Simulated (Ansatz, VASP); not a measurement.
## Ta: VASP beside Ansatz

INCAR

```
SYSTEM = Ta
  PREC = Accurate
  ENCUT = 520
  EDIFF = 1E-6
  ISMEAR = -1
  SIGMA = 0.05
  LREAL = .False.
  LASPH = .True.
  NELM = 60
  ALGO = Normal
  ISIF = 2
  LWAVE = .False.
  LCHARG = .True.
  GGA = PS
  LELF = .True.
  LVHAR = .True.
  NBANDS = 18
```

The input KPOINTS:

```
regular mesh
0
Gamma
  12 12 6
  0 0 0
```

The input POSCAR:

```
Ta
1.0
    2.9003720700      0.0000000000      0.0000000000
   -1.4501860400      2.5117959000      0.0000000000
    0.0000000000      0.0000000000      5.1662740000
Ta
2
Direct
    0.6666666700      0.3333333300      0.7500000000
    0.3333333300      0.6666666700      0.2500000000
```

Input for Ansatz:

```yaml
crystal:
  lattice:
    - [2.90037207, 0.0, 0.0]
    - [-1.45018604, 2.5117959, 0.0]
    - [0.0, 0.0, 5.166274]
  atoms:
    - { symbol: Ta, position: [0.6666666699999999, 0.33333333, 0.75] }
    - { symbol: Ta, position: [0.33333333, 0.66666667, 0.25] }
kpoints:
  mp_grid:
    grid: [12, 12, 6]
hamiltonian:
  xc: pbesol
  pseudopotentials:
    kind: paw
scf:
  max_iter: 95
  occupations:
    method: fermi_dirac
    width: 0.05
output:
  forces: true
  stress: true
  eigenvalues: true
```

This isn't the form of Ta at room conditions, which is bcc.

Alike in both runs: task single point; functional PBEsol; k mesh 12 × 12 × 6; occupations fermi-dirac, width 0.05 eV; no spin polarisation.

|  | VASP | Ansatz |
| --- | --- | --- |
| version | VASP 6.6.1 | Ansatz 0.2.0 |
| potentials or method | VASP PAW PBE potentials, release 64 (Ta_pv) | plane waves, PAW |
| plane-wave cutoff (eV) | 520 | 420 |
| valence electrons in the cell | 22 | 26 |

```csv
,VASP,Ansatz,Ansatz less VASP
gap on the k mesh at the Fermi level (eV),none,none,-
pressure (GPa),-7.3,-7.4,-0.09
largest component of the traceless stress (GPa),0.64,0.64,-0.002
```

A gap of «none» marks a metal or a gap that the smearing closes. The two sets of potentials don't hold the same shells in valence.

Caveats: the PAW data sets were made with another functional, which shifts forces and pressure a little (VASP). Spin-orbit coupling is left out, which matters for the levels of Ta.
